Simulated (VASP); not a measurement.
# SnO2 (Cassiterite) (P4_2/mnm) in VASP: notebook, part 2 of 2

VASP 6.6.1. The steps go on from the part before.

## Step 4: Relaxation of cell and atoms, r2SCAN

This run uses another cell than the first one, of 12.13 Å³/atom, 0.962 times its volume.

INCAR reads:

```
PREC     = Accurate       # precision mode
ENCUT    = 600            # plane-wave cutoff, eV
EDIFF    = 1E-7           # SCF threshold, eV
ISMEAR   = 0              # smearing method
SIGMA    = 0.03           # smearing width, eV
LREAL    = F              # projectors in reciprocal space
LASPH    = T              # aspherical terms in the spheres
NELM     = 80             # most SCF steps
ALGO     = Normal         # electronic algorithm
ISIF     = 3              # what is computed and relaxed
LWAVE    = F              # write WAVECAR
LCHARG   = F              # write CHGCAR
METAGGA  = R2SCAN         # meta-GGA
LMIXTAU  = T            
IBRION   = 2              # ionic algorithm
NSW      = 90             # ionic steps
EDIFFG   = -0.005         # ionic threshold
KPAR     = 2
```

KPOINTS reads:

```
Automatic mesh
0
Gamma
  6 6 8
```

POSCAR reads:

```
SnO2                                    
1.0
    4.7632236002     -0.0000000000      0.0000000000
   -0.0000000000      4.7632236002      0.0000000000
    0.0000000000      0.0000000000      3.2085406105
  Sn              O             
     2     4
Direct
     0.0000000000000000    0.0000000000000000    1.0000000000000000
     0.5000000000000000    0.5000000000000000    0.5000000000000000
     0.3059106242711563    0.3059106242711563    0.0000000000000000
     0.1940893757288437    0.8059106242711562    0.5000000000000000
     0.6940893757288438    0.6940893757288438    1.0000000000000000
     0.8059106242711562    0.1940893757288437    0.5000000000000000
```

Potentials or basis: VASP PAW PBE potentials, release 64 (Sn_d, O).

Command:

```bash
> cat potpaw_PBE.64/Sn_d/POTCAR potpaw_PBE.64/O/POTCAR > POTCAR
> mpirun -np 2 vasp_std > vasp.out
```

OUTCAR:

```text
PREC = Accurate
   ENCUT = 600
   EDIFF = 1E-7
   ISMEAR = 0
   LREAL = F
   LASPH = T
   NELM = 80
   ISIF = 3
   METAGGA = R2SCAN
   IBRION = 2
   NSW = 90
   EDIFFG = -0.005

 ion  position               nearest neighbor table
   1  0.000  0.000  0.000-   3 2.06   5 2.06   4 2.07   6 2.07   4 2.07   6 2.07   2 3.73   2 3.73
                             2 3.73   2 3.73   2 3.73   2 3.73   2 3.73   2 3.73
   2  0.500  0.500  0.500-   4 2.06   6 2.06   5 2.07   3 2.07   3 2.07   5 2.07   1 3.73   1 3.73
                             1 3.73   1 3.73   1 3.73   1 3.73   1 3.73   1 3.73
   3  0.306  0.306  0.000-   1 2.06   2 2.07   2 2.07
   4  0.194  0.806  0.500-   2 2.06   1 2.07   1 2.07
   5  0.694  0.694  0.000-   1 2.06   2 2.07   2 2.07
   6  0.806  0.194  0.500-   2 2.06   1 2.07   1 2.07

  LATTYP: Found a simple tetragonal cell.
 ALAT       =     4.7632236002
 C/A-ratio  =     0.6736069687

  Lattice vectors:

 A1 = (   4.7632236002,   0.0000000000,   0.0000000000)
 A2 = (   0.0000000000,   4.7632236002,   0.0000000000)
 A3 = (   0.0000000000,   0.0000000000,   3.2085406105)

Analysis of symmetry for initial positions (statically):
=====================================================================
 Subroutine PRICEL returns:
 Original cell was already a primitive cell.

 Routine SETGRP: Setting up the symmetry group for a
 simple tetragonal supercell.

 Subroutine GETGRP returns: Found 16 space group operations
 (whereof  8 operations were pure point group operations)
 out of a pool of 16 trial point group operations.

The static configuration has the point symmetry D_2h.
 The point group associated with its full space group is D_4h.

Analysis of symmetry for dynamics (positions and initial velocities):
=====================================================================
 Subroutine PRICEL returns:
 Original cell was already a primitive cell.

 Routine SETGRP: Setting up the symmetry group for a
[... 193 lines left out ...]
      3.30610      3.30610      0.00000         0.005918      0.005918     -0.000000
      3.83873      0.92449      1.60427        -0.005918      0.005918     -0.000000
 -----------------------------------------------------------------------------------
    total drift:                                0.000000     -0.000000     -0.000000

  FREE ENERGIE OF THE ION-ELECTRON SYSTEM (eV)
  ---------------------------------------------------
  free  energy   TOTEN  =       -84.6461539372 eV

  energy  without entropy=      -84.6461539372  energy(sigma->0) =      -84.64615394

--------------------------------------- Ionic step        2  -------------------------------------------

 number of electron      52.0000006 magnetization

 Free energy of the ion-electron system (eV)
  ---------------------------------------------------
  ext. energy  EPLUGINS =         0.00000000
  ---------------------------------------------------
  free energy    TOTEN  =       -84.64617403 eV

  energy without entropy =      -84.64617403  energy(sigma->0) =      -84.64617403

 E-fermi :   5.6637     XC(G=0): -11.9468

 val. band max:        5.5109196389   @ k =   0.0000   0.0000   0.0000
 cond. band min:       7.2541267041   @ k =   0.0000   0.0000   0.0000
 fundamental gap:      1.7432070652
 Fermi energy:         5.6637461556

 k-point     1 :       0.0000    0.0000    0.0000
  band No.  band energies     occupation
      1     -16.2179      2.00000
      2     -15.3089      2.00000
      3     -15.0228      2.00000
      4     -15.0228      2.00000
      5     -15.0016      2.00000
      6     -14.9638      2.00000
[... 805 lines left out ...]
     30      15.0069      0.00000
     31      15.8519      0.00000

 [... further k-points ...]
[... 5 lines left out ...]
  --------------------------------------------------------------------------------------
  -------------------------------------------------------------------------------------
  Total        0.0034317      0.0034317     -0.0151967      0.0000000      0.0000000      0.0000000
  in kB        0.0755202      0.0755202     -0.3344276      0.0000000      0.0000000      0.0000000
  external PRESSURE =      -0.0611290 kB  Pullay stress =       0.0000000 kB

 VOLUME and BASIS-vectors are now :
 -----------------------------------------------------------------------------
  energy-cutoff  :      600.00
  volume of cell :       72.80
      direct lattice vectors                 reciprocal lattice vectors
     4.764162967 -0.000000000  0.000000000     0.209900460  0.000000000  0.000000000
     0.000000000  4.764162967  0.000000000     0.000000000  0.209900460  0.000000000
     0.000000000  0.000000000  3.207631333     0.000000000  0.000000000  0.311756526

 POSITION                                       TOTAL-FORCE (eV/Angst)
 -----------------------------------------------------------------------------------
      0.00000      0.00000      3.20763         0.000000     -0.000000      0.000000
      2.38208      2.38208      1.60382         0.000000     -0.000000      0.000000
      1.45712      1.45712      0.00000        -0.000097     -0.000097     -0.000000
      0.92496      3.83920      1.60382         0.000097     -0.000097     -0.000000
      3.30704      3.30704      3.20763         0.000097      0.000097      0.000000
      3.83920      0.92496      1.60382        -0.000097      0.000097      0.000000
 -----------------------------------------------------------------------------------
    total drift:                                0.000000      0.000000     -0.000000

  FREE ENERGIE OF THE ION-ELECTRON SYSTEM (eV)
  ---------------------------------------------------
  free  energy   TOTEN  =       -84.6461740331 eV

  energy  without entropy=      -84.6461740331  energy(sigma->0) =      -84.64617403

 reached required accuracy - stopping structural energy minimisation
```

OSZICAR:

```text
N       E                     dE             d eps       ncg     rms          rms(c)
DAV:   1     0.654956168125E+03    0.65496E+03   -0.29089E+04  3300   0.292E+03
DAV:   2     0.132041327799E+02   -0.64175E+03   -0.62162E+03  3394   0.751E+02
DAV:   3    -0.971482348361E+02   -0.11035E+03   -0.10858E+03  3457   0.247E+02
DAV:   4    -0.103224956038E+03   -0.60767E+01   -0.60381E+01  3691   0.631E+01
[... 27 lines left out ...]
DAV:   5    -0.846461738961E+02   -0.45219E-06   -0.31928E-06  3219   0.173E-02    0.121E-03
DAV:   6    -0.846461741784E+02   -0.28236E-06   -0.34107E-07  3011   0.519E-03    0.661E-04
DAV:   7    -0.846461739075E+02    0.27096E-06   -0.67472E-08  2124   0.290E-03    0.236E-04
DAV:   8    -0.846461740175E+02   -0.11000E-06   -0.68854E-08  1963   0.281E-03    0.144E-04
DAV:   9    -0.846461740331E+02   -0.15590E-07   -0.94573E-09  1648   0.104E-03
   2 F= -.84646174E+02 E0= -.84646174E+02  d E =-.200958E-04
```

It took 6 min on 2 MPI ranks of AMD EPYC 9R45 (Zen 5), shared host; peak memory 0.26 GiB.

Results:

```
Free energy                            : -84.6462 eV
Relaxed volume                         : 12.13 Å³/atom
Relaxed cell                           : a = 4.764 Å, b = 4.764 Å, c = 3.208 Å, α = 90.00°, β = 90.00°, γ = 90.00°
Space group after relaxing (to 0.05 Å) : P4_2/mnm (No. 136)
Energy gained by relaxing              : 0.0 meV/atom
Ionic steps                            : 2
Pressure after relaxing                : 0.0 GPa
Band gap on the k mesh                 : 1.74 eV, direct
```

Final structure:
```xyz
6
Lattice="4.7642 0.0000 0.0000 0.0000 4.7642 0.0000 0.0000 0.0000 3.2076" Properties=species:S:1:pos:R:3 pbc="T T T"
Sn    0.0000    0.0000    3.2076
Sn    2.3821    2.3821    1.6038
O     1.4571    1.4571    0.0000
O     0.9250    3.8392    1.6038
O     3.3070    3.3070    3.2076
O     3.8392    0.9250    1.6038
```

Caveat: the PAW data sets were made with another functional, which shifts forces and pressure a little; spin-orbit coupling is left out, which moves the levels of the heavy elements.
